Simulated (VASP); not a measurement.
These are PBE GGA with D4 dispersion, VASP's PBE PAW potentials (set 64) (plane waves; VASP) values and carry that method's errors.

VASP input:

**KPOINTS**
```
k-points along high-symmetry lines
15
Line-mode
Reciprocal
  0.000000   0.000000   0.000000 ! GAMMA
 -0.500000  -0.500000   0.000000 ! X

 -0.500000  -0.500000   0.000000 ! X
 -0.375000  -0.375000   0.250000 ! U

 -0.375000  -0.000000   0.375000 ! K
  0.000000   0.000000   0.000000 ! GAMMA

  0.000000   0.000000   0.000000 ! GAMMA
 -0.000000  -0.000000   0.500000 ! L

 -0.000000  -0.000000   0.500000 ! L
 -0.500000  -0.250000   0.250000 ! W

 -0.500000  -0.250000   0.250000 ! W
 -0.500000  -0.500000   0.000000 ! X
```

POSCAR:
```
AlSb
1
    0.0000000000     3.0771045049     3.0771045049
    3.0771045049     0.0000000000     3.0771045049
    3.0771045049     3.0771045049     0.0000000000
Al Sb
1 1
Direct
  0.0000000000   0.0000000000   0.0000000000
  0.2500000000   0.2500000000   0.2500000000
```

### INCAR
```
! general
SYSTEM   =  AlSb
PREC     =  Accurate
ENCUT    =  520
LREAL    =  .False.
LASPH    =  .True.
ICHARG   =  11

! electronic loop
EDIFF    =  1E-7
NELM     =  100
ALGO     =  Normal
LMAXMIX  =  4

! smearing
ISMEAR   =  0
SIGMA    =  0.05

! functional
GGA      =  PE
IVDW     =  13

! output
LWAVE    =  .False.
LCHARG   =  .False.
LORBIT   =  11
```

POTCAR, in this order: Al Sb (PBE.64 set). Program: vasp_std. Read from the step before: CHGCAR.

The resulting files:

OSZICAR:
```
       N       E                     dE             d eps       ncg     rms          rms(c)
DAV:   1     0.167848554173E+02    0.16785E+02   -0.26581E+03  1440   0.702E+02
DAV:   2    -0.627965056218E+01   -0.23065E+02   -0.22399E+02  1864   0.840E+01
DAV:   3    -0.690941623674E+01   -0.62977E+00   -0.60376E+00  1952   0.166E+01
DAV:   4    -0.691308305024E+01   -0.36668E-02   -0.36668E-02  2168   0.154E+00
DAV:   5    -0.691310962404E+01   -0.26574E-04   -0.26574E-04  1896   0.101E-01
DAV:   6    -0.691311019737E+01   -0.57332E-06   -0.57332E-06  2152   0.125E-02
DAV:   7    -0.691311021338E+01   -0.16017E-07   -0.16017E-07  1968   0.157E-03
   1 F= -.75990705E+01 E0= -.75990705E+01  d E =-.128991E-11
```

### OUTCAR
```
 val. band max:        4.7271829581   @ k =   0.0000   0.0000   0.0000

 cond. band min:       5.9365906585   @ k =  -0.4286  -0.4286   0.0000



 k-point     1 :       0.0000    0.0000    0.0000
  band No.  band energies     occupation
      1      -5.9541      2.00000
      2       4.7272      2.00000
      3       4.7272      2.00000
      4       4.7272      2.00000
      5       6.2752      0.00000
      6       7.8273      0.00000
      7       7.8273      0.00000
      8       7.8273      0.00000

 k-point     2 :      -0.0357   -0.0357    0.0000
  band No.  band energies     occupation
      1      -5.9384      2.00000
      2       4.5278      2.00000
      3       4.6709      2.00000
      4       4.6709      2.00000
      5       6.4715      0.00000
      6       7.7761      0.00000
      7       7.9058      0.00000
      8       7.9058      0.00000

 k-point     3 :      -0.0714   -0.0714    0.0000
  band No.  band energies     occupation
      1      -5.8914      2.00000
      2       4.0947      2.00000
      3       4.5183      2.00000
      4       4.5183      2.00000
      5       6.8787      0.00000
      6       7.6495      0.00000
      7       8.1249      0.00000
      8       8.1249      0.00000

 k-point     4 :      -0.1071   -0.1071    0.0000
  band No.  band energies     occupation
      1      -5.8137      2.00000
      2       3.5892      2.00000
      3       4.3040      2.00000
      4       4.3040      2.00000
      5       7.1928      0.00000
      6       7.6026      0.00000
      7       8.4493      0.00000
      8       8.4493      0.00000

 k-point     5 :      -0.1429   -0.1429    0.0000
  band No.  band energies     occupation
      1      -5.7061      2.00000
      2       3.0652      2.00000
      3       4.0602      2.00000
      4       4.0602      2.00000
      5       7.0871      0.00000
      6       7.8854      0.00000
      7       8.8454      0.00000
      8       8.8454      0.00000
...
```

The density is held fixed in this step, so its total energy and stress have no physical meaning. Unless said otherwise, spin-orbit coupling is left out, though it shifts the bands of the heavy elements here.

The compound is AlSb in the zinc blende structure. It was relaxed first.
